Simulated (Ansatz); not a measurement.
# O on Ni(110): change of the work function, part 3 of 3

Wanted: Δφ(θ) for O/Ni(110), starting from the hollow site.

Ansatz 0.2.0; plane-wave DFT, PBE, Ansatz PAW.

So far, work function, upper face (eV): step 2 (the clean slab) 4.57; step 4 (adsorbate added, k-mesh 5×6×1, coverage 0.5 ML) 4.97; step 5 (the covered slab, k-mesh 9×12×1, coverage 1 ML) 5.31; step 7 (the slab at 0.25 ML, atoms frozen) 4.82; step 8 (the substrate of the 0.25 ML cell alone) 4.59.

### 10. Where the charge went at 0.25 ML

This step: plane-wave DFT, PBE, Ansatz PAW; density difference on adsorption (Ansatz 0.2.0).

The densities of the parts are taken from that of the whole and averaged over planes; the first moment of what is left gives the step in the potential.

This step gave:

| Item | Value |
| --- | --- |
| largest charge moved | -0.003202 e/Å² |
| potential step from the moved charge | 0.2388 eV |

The electron density difference oscillates, so the rows of the table below give means over windows of 0.5 Å about each position, cut where the curve ends. Its maxima inside the range that stand out by 2 % of the span (Å: e/Å³): 11.24: 3.3e-4, 12.41: 0.00170, 12.85: 0.00282, 14.02: 0.00477, 14.89: 0.00754. Its minima: 10.22: -4.1e-4, 11.97: -6.7e-4, 12.56: 7.2e-4, 13.58: -0.00433, 14.45: -0.0103.

Planar mean, whole system less its parts. The electron density difference by z; means over each step:

| z (Å) | electron density difference (e/Å³) |
| --- | --- |
| 6.0 | 1.4e-7 |
| 6.5 | -2.1e-6 |
| 7.0 | -1.1e-5 |
| 7.5 | -3.8e-5 |
| 8.0 | -7.0e-5 |
| 8.5 | 8.6e-5 |
| 9.0 | 8.7e-5 |
| 9.5 | -4.0e-5 |
| 10.0 | -6.7e-5 |
| 10.5 | -7.5e-5 |
| 11.0 | 1.7e-4 |
| 11.5 | 1.4e-4 |
| 12.0 | -2.1e-4 |
| 12.5 | 0.00145 |
| 13.0 | -3.2e-4 |
| 13.5 | -0.00354 |
| 14.0 | 0.00174 |
| 14.5 | -0.00507 |
| 15.0 | 0.00531 |
| 15.5 | 0.00103 |
| 16.0 | -2.4e-4 |
| 16.5 | -2.0e-4 |
| 17.0 | -9.0e-5 |
| 17.5 | -3.4e-5 |
| 18.0 | -1.2e-5 |
| 18.5 | -3.7e-6 |
| 19.0 | -1.2e-6 |
| 19.5 | -3.6e-7 |

The electrons moved below z oscillates, so the rows of the table below give means over windows of 0.5 Å about each position, cut where the curve ends. Its maxima inside the range that stand out by 2 % of the span (Å: e/Å²): 9.34: 3.6e-5, 11.53: 1.1e-4, 12.85: 0.00116, 14.16: -1.0e-4, 15.62: 3.0e-4. Its minima: 10.37: -7.6e-5, 12.12: -9.2e-5, 13.72: -0.00139, 14.60: -0.00320.

Planar mean, whole system less its parts. The electrons moved below z by z; means over each step:

| z (Å) | electrons moved below z (e/Å²) |
| --- | --- |
| 5.5 | 2.3e-7 |
| 6.0 | 3.7e-7 |
| 6.5 | -1.5e-7 |
| 7.0 | -3.8e-6 |
| 7.5 | -1.7e-5 |
| 8.0 | -4.8e-5 |
| 8.5 | -4.5e-5 |
| 9.0 | 1.6e-5 |
| 9.5 | 1.9e-5 |
| 10.0 | -3.9e-7 |
| 10.5 | -6.6e-5 |
| 11.0 | -2.5e-5 |
| 11.5 | 8.7e-5 |
| 12.0 | -1.3e-5 |
| 12.5 | 4.3e-4 |
| 13.0 | 8.9e-4 |
| 13.5 | -6.6e-4 |
| 14.0 | -5.5e-4 |
| 14.5 | -0.00221 |
| 15.0 | -0.00102 |
| 15.5 | 2.2e-4 |
| 16.0 | 2.2e-4 |
| 16.5 | 1.0e-4 |
| 17.0 | 3.9e-5 |
| 17.5 | 1.4e-5 |
| 18.0 | 4.8e-6 |
| 18.5 | 1.7e-6 |
| 19.0 | 8.2e-7 |
| 19.5 | 5.2e-7 |
| 20.0 | 4.3e-7 |
| 20.5 | 4.0e-7 |
| 21.0 | 3.9e-7 |
| 21.5 | 3.9e-7 |
| 22.0 | 3.8e-7 |
| 22.5 | 3.8e-7 |
| 23.0 | 3.8e-7 |

### 11. The same run with other settings

This step: plane-wave DFT, PBE, Ansatz PAW (Ansatz 0.2.0).

System of this step: Ni5O (O/Ni(110)). The cell holds 6 atoms: 5 Ni and 1 O. Its edges and angles: a = 3.520 Å, b = 2.489 Å, c = 23.361 Å, α = 90.0°, β = 90.0°, γ = 90.0°. Vacuum lies along c.

A run with a changed input: it repeats the earlier run at 1 ML with scf.occupations.method from fermi_dirac to methfessel_paxton, scf.occupations.width from 0.1 to 0.05 and basis.ecutwfc to 800 eV.

Input file input.yaml:

```yaml
crystal:
  lattice:
    - [3.52, 0.0, 0.0]
    - [0.0, 2.4890158698, 0.0]
    - [0.0, 0.0, 23.3614697668]
  atoms:
    - { symbol: Ni, position: [0.0, 0.0, 0.3852497334], spin: 0.8 }
    - { symbol: Ni, position: [0.5, 0.5, 0.43852155], spin: 0.69 }
    - { symbol: Ni, position: [0.0, 0.0, 0.4904099325], spin: 0.72 }
    - { symbol: Ni, position: [0.5, 0.5, 0.5465702052], spin: 0.69 }
    - { symbol: Ni, position: [0.0, 0.0, 0.5933475036], spin: 0.8 }
    - { symbol: O, position: [0.5, 0.5, 0.6147502666] }
magnetization:
  spin_polarized: true
kpoints:
  mp_grid: { grid: [9, 12, 1] }
hamiltonian:
  xc: pbe
scf:
  occupations: { method: methfessel_paxton, width: 0.05 }
  convergence: { dr2_threshold: 1.0e-08 }
efield:
  axis: 3
  dipole_correction: true
  ramp_position: 0.97
  ramp_width: 0.06
relax:
  f_tol: 0.02
  max_steps: 60
  constraints: [{ sites: [0, 1] }]
output:
  bader: true
  write_potential: true
  write_density: true
  volumetric_format: npy
basis:
  ecutwfc: "800 eV"
```

On the command line:

```
$ ansatz run input.yaml --threads 4 --pin off --max-ram 12288MiB --backend cpu --events-out ev --progress --plain --runs-dir out
```

The job ended after 12 min (4 threads of Arm Neoverse V1, shared host; peak memory 2.1 GiB).

Step by step:

| step | energy less that of the first step (eV) | largest force component (eV/Å) |
| --- | --- | --- |
| 1 | 0.0000 | 6.0071 |
| 2 | -0.3131 | 3.6643 |
| 3 | -0.6009 | 1.1342 |
| 4 | -0.6635 | 0.1420 |
| 5 | -0.6655 | 0.0471 |
| 6 | -0.6656 | 0.0023 |

Forces are held to the 4 operations that the run works with; a distortion that breaks them can't arise in this run.

The atoms that moved most (Å):

| atom | dx | dy | dz | length |
| --- | --- | --- | --- | --- |
| Ni5 | 0.000 | 0.000 | 0.330 | 0.330 |
| O6 | 0.000 | 0.000 | 0.165 | 0.165 |
| Ni4 | 0.000 | 0.000 | -0.071 | 0.071 |
| Ni3 | 0.000 | 0.000 | -0.024 | 0.024 |

The relaxed structure:

```xyz
6
Lattice="3.5200 0.0000 0.0000 0.0000 2.4890 0.0000 0.0000 0.0000 23.3615" Properties=species:S:1:pos:R:3
Ni    0.0000    0.0000    9.0000
Ni    1.7600    1.2445   10.2445
Ni    0.0000    0.0000   11.4322
Ni    1.7600    1.2445   12.6978
Ni    0.0000    0.0000   14.1919
O     1.7600    1.2445   14.5267
```

This step gave:

- total moment: 4.064 μB
- site moments: 0.8326, 0.6821, 0.8078, 0.7361, 0.8444, 0.2381 μB
- work function, upper face: 5.323 eV
- work function, lower face: 4.418 eV
- dipole along the normal: -0.04383 e·Å
- step between the vacuum levels: 0.9053 eV

Site moment by atom:

| atom | site moment (μB) |
| --- | --- |
| Ni1 | 0.833 |
| Ni2 | 0.682 |
| Ni3 | 0.808 |
| Ni4 | 0.736 |
| Ni5 | 0.844 |
| O6 | 0.238 |

| quantity | this run | earlier run | difference |
| --- | --- | --- | --- |
| work function, upper face (eV) | 5.323 | 5.314 | 0.0092 |
| work function, lower face (eV) | 4.418 | 4.502 | -0.084 |
| dipole along the normal (e·Å) | -0.04383 | -0.03934 | -0.0045 |
| total moment (μB) | 4.064 | 3.915 | 0.15 |

What moves beyond 0.01 in its unit (for the dipole 0.5 % and 5e-5 e·Å): dipole along the normal (-0.0045 e·Å), work function, lower face (-0.0837 eV) and total moment (+0.149 μB).

### 12. A changed input

System of this step: Ni(110). The cell holds 5 atoms: 5 Ni. Its edges and angles: a = 3.520 Å, b = 2.489 Å, c = 22.978 Å, α = 90.0°, β = 90.0°, γ = 90.0°. Vacuum lies along c.

Another changed input: it repeats the earlier run at 0 ML with accuracy to medium, scf.eigensolver.kind to davidson and basis.precision to f64.

input.yaml, the sections that differ from step 11:

```yaml
crystal:
  lattice:
    - [3.52, 0.0, 0.0]
    - [0.0, 2.4890158698, 0.0]
    - [0.0, 0.0, 22.9780317396]
  atoms:
    - { symbol: Ni, position: [0.0, 0.0, 0.3916784563], spin: 0.7 }
    - { symbol: Ni, position: [0.5, 0.5, 0.4458392281], spin: 0.7 }
    - { symbol: Ni, position: [0.0, 0.0, 0.5], spin: 0.7 }
    - { symbol: Ni, position: [0.5, 0.5, 0.5541607719], spin: 0.7 }
    - { symbol: Ni, position: [0.0, 0.0, 0.6083215437], spin: 0.7 }
scf:
  occupations: { method: fermi_dirac, width: 0.1 }
  convergence: { dr2_threshold: 1.0e-08 }
  eigensolver: { kind: davidson }
output:
  write_potential: true
  write_density: true
  volumetric_format: npy
accuracy: medium
basis:
  precision: f64
# magnetization, kpoints, hamiltonian, efield, relax: as in step 11
```

The job ended after 3.3 min (4 threads; peak memory 0.78 GiB).

Relaxation path:

| step | energy less that of the first step (eV) | largest force component (eV/Å) |
| --- | --- | --- |
| 1 | 0.0000 | 0.6635 |
| 2 | -0.0286 | 0.4257 |
| 3 | -0.0499 | 0.0544 |
| 4 | -0.0501 | 0.0046 |

The run keeps the 4 symmetry operations that it works with, so distortions that break them were not tested.

The atoms that moved most (Å):

| atom | dx | dy | dz | length |
| --- | --- | --- | --- | --- |
| Ni5 | 0.000 | 0.000 | -0.117 | 0.117 |
| Ni4 | 0.000 | 0.000 | 0.035 | 0.035 |
| Ni3 | 0.000 | 0.000 | -0.032 | 0.032 |

Final coordinates:

```xyz
5
Lattice="3.5200 0.0000 0.0000 0.0000 2.4890 0.0000 0.0000 0.0000 22.9780" Properties=species:S:1:pos:R:3
Ni    0.0000    0.0000    9.0000
Ni    1.7600    1.2445   10.2445
Ni    0.0000    0.0000   11.4567
Ni    1.7600    1.2445   12.7687
Ni    0.0000    0.0000   13.8615
```

This step gave:

```yaml
energy_at_zero_smearing: -29196.0607 eV
total_moment: 3.556 μB
site_moments: 0.8009, 0.6928, 0.7234, 0.6863, 0.8013 μB
work_function_upper_face: 4.565 eV
work_function_lower_face: 4.492 eV
dipole_along_the_normal: -0.003533 e·Å
step_between_the_vacuum_levels: 0.07296 eV
```

| quantity | this run | earlier run | difference |
| --- | --- | --- | --- |
| work function, upper face (eV) | 4.565 | 4.566 | -6.5e-4 |
| work function, lower face (eV) | 4.492 | 4.492 | 6.5e-4 |
| dipole along the normal (e·Å) | -0.003533 | -0.003596 | 6.3e-5 |
| total moment (μB) | 3.556 | 3.556 | -2.9e-6 |

What moves beyond 0.01 in its unit (for the dipole 0.5 % and 5e-5 e·Å): dipole along the normal (+6.27e-05 e·Å).

### 13. Outcome

```json
{
 "work function of the clean face": "4.57 eV",
 "work function at 0.25 ML": "4.82 eV",
 "work function at 0.5 ML": "4.97 eV",
 "work function at 1 ML": "5.31 eV",
 "dipole per adsorbate at 0.25 ML, positive end outwards": "-0.22 D",
 "step of the potential from the moved charge at 0.25 ML, upper less lower side, atoms held": "0.239 eV"
}
```

O raises the work function of Ni(110) at the lowest coverage, by 0.25 eV: the adsorbate layer has its negative end outwards. The slab has 5 layers, at the tabulated experimental lattice constant, one starting site was run, and quantum-size effects of a slab this thin can reach one or two tenths of an eV. The magnetic order is the one reached from the typed start; other orders were not compared.

[Logs are printed without paths, hosts, clocks, repeated set-up lines and the standing remarks that a program may print on its own settings, such as how far it seeks lower states.]

[Hosts, paths, dates, database ids (printed as entryN), source tags and the programs' standing remarks are cut or masked in the printed files.]

[Maps of the electrostatic potential energy from Ansatz leave out the sawtooth potential of an applied field or a dipole correction, so their vacuum need not be flat; planar profiles and work functions include it.]
